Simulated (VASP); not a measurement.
# GaN (Fm-3m) in VASP: settings compared, part 2 of 3

VASP 6.6.1.

### 3 Relaxation of cell and atoms, BLYP

Contents of INCAR:

```
PREC     = Accurate       # precision mode
ENCUT    = 600            # plane-wave cutoff, eV
EDIFF    = 1E-7           # SCF threshold, eV
ISMEAR   = -1             # smearing method
SIGMA    = 0.05           # smearing width, eV
LREAL    = F              # projectors in reciprocal space
LASPH    = T              # aspherical terms in the spheres
NELM     = 60             # most SCF steps
ALGO     = Fast           # electronic algorithm
ISIF     = 3              # what is computed and relaxed
LWAVE    = F              # write WAVECAR
LCHARG   = F              # write CHGCAR
GGA      = B5             # functional
ALDAX    = 1.0          
AGGAX    = 1.0          
AGGAC    = 1.0          
ALDAC    = 0.0          
IBRION   = 2              # ionic algorithm
NSW      = 40             # ionic steps
EDIFFG   = -0.01          # ionic threshold
```

Contents of KPOINTS:

```
regular mesh
0
Gamma
  11 11 11
```

Contents of POSCAR:

```
GaN
1.0
    0.0000000000      2.1352350000      2.1352350000
    2.1352350000      0.0000000000      2.1352350000
    2.1352350000      2.1352350000      0.0000000000
Ga N
1 1
Direct
    0.0000000000      0.0000000000      0.0000000000
    0.5000000000      0.5000000000      0.5000000000
```

Potentials or basis: VASP PAW PBE potentials, release 64 (Ga_d, N).

The run is started by

```bash
$ cat potpaw_PBE.64/Ga_d/POTCAR potpaw_PBE.64/N/POTCAR > POTCAR
$ mpirun -np 1 vasp_std > vasp.out
```

Wall time 33 s (1 thread of Intel Xeon 6975P-C (Granite Rapids), shared host); peak memory 0.15 GiB.

The run converged. Its results:

```yaml
Free_energy: -9.8551 eV
Relaxed_volume: 10.17 Å³/atom
Relaxed_cell: a = 3.064 Å, b = 3.064 Å, c = 3.064 Å, α = 60.00°, β = 60.00°, γ = 60.00°
Space_group_after_relaxing_to_0.05_Å: Fm-3m (No. 225)
Energy_gained_by_relaxing: 11.1 meV/atom
Ionic_steps: 3
Pressure_after_relaxing: 0.0 GPa
Band_gap_on_the_k_mesh: 0.19 eV, indirect (least direct gap 1.92 eV)
```

The path:
```csv
step,energy change (eV),largest force (eV/Å),pressure (GPa),volume (Å³)
1,0.0000,0.0000,8.65,19.47
2,-0.0112,0.0000,-5.13,20.99
3,-0.0221,0.0000,-0.04,20.33
```

Final structure:
```
Ga N
1.0
     0.00000    2.16629    2.16629
     2.16629    0.00000    2.16629
     2.16629    2.16629    0.00000
Ga N
1 1
Direct
  0.00000 0.00000 0.00000
  0.50000 0.50000 0.50000
```

Levels at points of the mesh, in eV from the valence-band top:
| k point | band 6 | band 7 | band 8 | band 9 | band 10 | band 11 | band 12 | band 13 |
| --- | --- | --- | --- | --- | --- | --- | --- | --- |
| (0.00, 0.00, 0.00) | -14.09 | -0.46 | -0.46 | -0.46 | 1.46 | 14.64 | 14.64 | 14.64 |

Caveat: the PAW data sets were made with another functional, which shifts forces and pressure a little; an odd mesh through Γ misses points on the zone boundary, where band edges often lie.

### 4 Relaxation of cell and atoms, BLYP+D3

INCAR: that of step 3 with these lines changed.

```diff
@@ -17,2 +17,7 @@
 ALDAC    = 0.0          
+IVDW     = 11             # dispersion correction
+VDW_S6   = 1.0          
+VDW_S8   = 1.682        
+VDW_SR   = 1.094        
+VDW_SR8  = 1.0          
 IBRION   = 2              # ionic algorithm
```

KPOINTS is that of step 3.

POSCAR is that of step 3.

Potentials or basis: VASP PAW PBE potentials, release 64 (Ga_d, N).

The run is started by

```bash
$ cat potpaw_PBE.64/Ga_d/POTCAR potpaw_PBE.64/N/POTCAR > POTCAR
$ mpirun -np 1 vasp_std > vasp.out
```

OUTCAR:

```text
PREC = Accurate
   ENCUT = 600
   EDIFF = 1E-7
   ISMEAR = -1
   LREAL = F
   LASPH = T
   NELM = 60
   ISIF = 3
   GGA = B5
   IVDW = 11
   IBRION = 2
   NSW = 40
   EDIFFG = -0.01
 IVDW          = 11

 ion  position               nearest neighbor table
   1  0.000  0.000  0.000-   2 2.14   2 2.14   2 2.14   2 2.14   2 2.14   2 2.14
   2  0.500  0.500  0.500-   1 2.14   1 2.14   1 2.14   1 2.14   1 2.14   1 2.14

  LATTYP: Found a face centered cubic cell.
 ALAT       =     4.2704700000

  Lattice vectors:

 A1 = (   0.0000000000,   2.1352350000,   2.1352350000)
 A2 = (   2.1352350000,   0.0000000000,   2.1352350000)
 A3 = (   2.1352350000,   2.1352350000,   0.0000000000)

Analysis of symmetry for initial positions (statically):
=====================================================================
 Subroutine PRICEL returns:
 Original cell was already a primitive cell.

 Routine SETGRP: Setting up the symmetry group for a
 face centered cubic supercell.

 Subroutine GETGRP returns: Found 48 space group operations
 (whereof 48 operations were pure point group operations)
 out of a pool of 48 trial point group operations.

The static configuration has the point symmetry O_h .

Analysis of symmetry for dynamics (positions and initial velocities):
=====================================================================
 Subroutine PRICEL returns:
 Original cell was already a primitive cell.

 Routine SETGRP: Setting up the symmetry group for a
 face centered cubic supercell.

 Subroutine GETGRP returns: Found 48 space group operations
 (whereof 48 operations were pure point group operations)
 out of a pool of 48 trial point group operations.

The dynamic configuration has the point symmetry O_h .

 Subroutine INISYM returns: Found 48 space group operations
 (whereof 48 operations are pure point group operations),
 and found     1 'primitive' translations

----------------------------------------------------------------------------------------

                                     Primitive cell

  volume of cell :      19.4700

  direct lattice vectors                    reciprocal lattice vectors
     0.000000000  2.135235000  2.135235000    -0.234166263  0.234166263  0.234166263
     2.135235000  0.000000000  2.135235000     0.234166263 -0.234166263  0.234166263
     2.135235000  2.135235000  0.000000000     0.234166263  0.234166263 -0.234166263

  length of vectors
     3.019678296  3.019678296  3.019678296     0.405587864  0.405587864  0.405587864

  position of ions in fractional coordinates (direct lattice)
     0.000000000  0.000000000  0.000000000
     0.500000000  0.500000000  0.500000000

  ion indices of the primitive-cell ions
   primitive index   ion index
                 1           1
                 2           2

----------------------------------------------------------------------------------------

 KPOINTS: regular mesh

Automatic generation of k-mesh.
 Grid dimensions read from file:
 generate k-points for:   11   11   11

 Generating k-lattice:

  Cartesian coordinates                     Fractional coordinates (reciprocal lattice)
    -0.021287842  0.021287842  0.021287842     0.090909091  0.000000000  0.000000000
     0.021287842 -0.021287842  0.021287842     0.000000000  0.090909091  0.000000000
     0.021287842  0.021287842 -0.021287842     0.000000000  0.000000000  0.090909091

  Length of vectors
     0.036871624  0.036871624  0.036871624

  Shift w.r.t. Gamma in fractional coordinates (k-lattice)
     0.000000000  0.000000000  0.000000000

 Subroutine IBZKPT returns following result:
 ===========================================

 Found     56 irreducible k-points:

 Following reciprocal coordinates:
            Coordinates               Weight
  0.000000  0.000000  0.000000      1.000000
  0.090909  0.000000  0.000000      8.000000
  0.181818  0.000000  0.000000      8.000000
  0.272727  0.000000  0.000000      8.000000
  0.363636  0.000000  0.000000      8.000000
  0.454545  0.000000  0.000000      8.000000
[... 16 lines left out ...]
 -0.272727  0.181818  0.000000     24.000000
 -0.181818  0.181818  0.000000     12.000000
 [... further k-points ...]
   k-points           NKPTS =     56   k-points in BZ     NKDIM =     56   number of bands    NBANDS=     13
   number of dos      NEDOS =    301   number of ions     NIONS =      2
   total plane-waves  NPLWV =  13824
   dimension x,y,z NGX =    24 NGY =   24 NGZ =   24
   dimension x,y,z NGXF=    48 NGYF=   48 NGZF=   48
   ions per type =               1   1
   NGX,Y,Z   is equivalent  to a cutoff of  13.21, 13.21, 13.21 a.u.
   NGXF,Y,Z  is equivalent  to a cutoff of  26.43, 26.43, 26.43 a.u.
 SYSTEM =  unknown system
   PREC   = accura    normal or accurate (medium, high low for compatibility)
   ISTART =      0    job   : 0-new  1-cont  2-samecut
   ICHARG =      2    charge: 1-file 2-atom 10-const
   ISPIN  =      1    spin polarized calculation?
   LNONCOLLINEAR =      F non collinear calculations
   LSORBIT =      F    spin-orbit coupling
   LASPH  =      T    aspherical Exc in radial PAW
   ENCUT  =  600.0 eV  44.10 Ry    6.64 a.u.   6.03  6.03  6.03*2*pi/ulx,y,z
   NELM   =     60;   NELMIN=  2; NELMDL= -5     # of ELM steps
   EDIFF  = 0.1E-06   stopping-criterion for ELM
   LREAL  =      F    real-space projection
   EDIFFG = -.1E-01   stopping-criterion for IOM
   NSW    =     40    number of steps for IOM
   IBRION =      2    ionic relax: 0-MD 1-quasi-New 2-CG
   NFREE  =      1    steps in history (QN), initial steepest desc. (CG)
   ISIF   =      3    stress and relaxation
   ISYM   =      2    0-nonsym 1-usesym 2-fastsym
   POTIM  = 0.5000    time-step for ionic-motion
   TEBEG  =    0.0;   TEEND  =   0.0 temperature during run
   PSTRESS=    0.0 pullay stress
   NELECT =      18.0000    total number of electrons
   NUPDOWN=      -1.0000    fix difference up-down
   EMIN   =  10.00;   EMAX   =-10.00  energy-range for DOS
   EFERMI =   0.00;   METHOD = LEGACY
   ISMEAR =    -1;   SIGMA  =   0.05  broadening in eV -4-tet -1-fermi 0-gaus
   EFERMI_NEDOS =   21; number of points for ismear=-14 and -15
   IALGO  =     68    algorithm
   IMIX   =      4    mixing-type and parameters
     AMIX     =   0.40;   BMIX     =  1.00
     AMIX_MAG =   1.60;   BMIX_MAG =  1.00
  volume/ion in A,a.u.               =       9.74        65.70
  Fermi-wavevector in a.u.,A,eV,Ry     =   1.594814  3.013761 34.605481  2.543431
  Thomas-Fermi vector in A             =   2.692830
   LORBIT       =      0    0 simple, 1 ext, 2 COOP (PROOUT), +10 PAW based schemes
   GGA     = B5    functional components
   LHFCALC =     F    Hartree Fock is set to
   AEXX    =    0.0000 exact exchange contribution
   IVDW    =    11    specifies the selected vdW correction
   LEPSILON=     F    determine dielectric tensor
   LRPA    =     F    only Hartree local field effects (RPA)
 conjugate gradient relaxation of ions
 non-spin polarized calculation
 RMM-DIIS sequential band-by-band and
  energy-cutoff  :      600.00
  volume of cell :       19.47
 maximum number of plane-waves:       662
   NGX = 13   NGY = 13   NGZ = 13

--------------------------------------- Ionic step        1  -------------------------------------------

 number of electron      18.0000005 magnetization

 Free energy of the ion-electron system (eV)
  ---------------------------------------------------
  ext. energy  EPLUGINS =         0.00000000
  ---------------------------------------------------
  free energy    TOTEN  =        -9.83295008 eV

  energy without entropy =       -9.83283270  energy(sigma->0) =       -9.83289139

------------------------ aborting loop because EDIFF is reached ----------------------------------------

 Edisp (eV)   -0.75210

 E8    (eV) :    -0.4855
[... 71 lines left out ...]
--------------------------------------- Ionic step        3  -------------------------------------------

 number of electron      18.0000004 magnetization

 Free energy of the ion-electron system (eV)
  ---------------------------------------------------
  ext. energy  EPLUGINS =         0.00000000
  ---------------------------------------------------
  free energy    TOTEN  =        -9.83525006 eV

  energy without entropy =       -9.83511834  energy(sigma->0) =       -9.83518420

 E-fermi :   8.1644     XC(G=0): -12.2831

 val. band max:        7.9060206769   @ k =  -0.1818   0.1818   0.0000
 cond. band min:       8.3481583371   @ k =   0.4545   0.4545   0.0000
 fundamental gap:      0.4421376602
 Fermi energy:         8.1643845434

 k-point     1 :       0.0000    0.0000    0.0000
  band No.  band energies     occupation
      1      -8.9544      2.00000
      2      -6.2424      2.00000
      3      -6.2424      2.00000
      4      -6.2424      2.00000
      5      -6.1590      2.00000
      6      -6.1590      2.00000
      7       7.4052      2.00000
      8       7.4052      2.00000
      9       7.4052      2.00000
     10       9.8124      0.00000
     11      22.7788      0.00000
     12      22.7788      0.00000
     13      22.7792      0.00000
[... 354 lines left out ...]
  band No.  band energies     occupation
      1      -7.5593      2.00000
      2      -6.2908      2.00000
      3      -6.2860      2.00000
      4      -6.2702      2.00000
      5      -6.1612      2.00000
      6      -5.9340      2.00000
      7       3.1103      2.00000
      8       5.7067      2.00000
      9       7.9060      1.98866
     10      13.7185      0.00000
     11      16.3455      0.00000
     12      17.9889      0.00000
     13      18.3626      0.00000

 [... further k-points ...]

------------------------ aborting loop because EDIFF is reached ----------------------------------------

 Edisp (eV)   -0.74987

 E8    (eV) :    -0.4838
[... 25 lines left out ...]
  FREE ENERGIE OF THE ION-ELECTRON SYSTEM (eV)
  ---------------------------------------------------
  free  energy   TOTEN  =       -10.5851161380 eV

  energy  without entropy=      -10.5849844174  energy(sigma->0) =      -10.58505028

 reached required accuracy - stopping structural energy minimisation
```

Run time: 29 s. Hardware: 1 thread of Intel Xeon 6975P-C (Granite Rapids), shared host; peak memory 0.16 GiB.

Results:

```
Free energy                            : -10.5851 eV
Relaxed volume                         : 9.76 Å³/atom
Relaxed cell                           : a = 3.022 Å, b = 3.022 Å, c = 3.022 Å, α = 60.00°, β = 60.00°, γ = 60.00°
Space group after relaxing (to 0.05 Å) : Fm-3m (No. 225)
Energy gained by relaxing              : 0.0 meV/atom
Ionic steps                            : 3
Pressure after relaxing                : 0.1 GPa
Band gap on the k mesh                 : 0.44 eV, indirect (least direct gap 2.41 eV)
Dispersion energy per atom             : -0.375 eV
```

Final structure:
```
Ga N
1.0
     0.00000    2.13684    2.13684
     2.13684    0.00000    2.13684
     2.13684    2.13684    0.00000
Ga N
1 1
Direct
  0.00000 0.00000 0.00000
  0.50000 0.50000 0.50000
```

Caveat: the PAW data sets were made with another functional, which shifts forces and pressure a little; an odd mesh through Γ misses points on the zone boundary, where band edges often lie.

(Continued in part 3 of 3.)
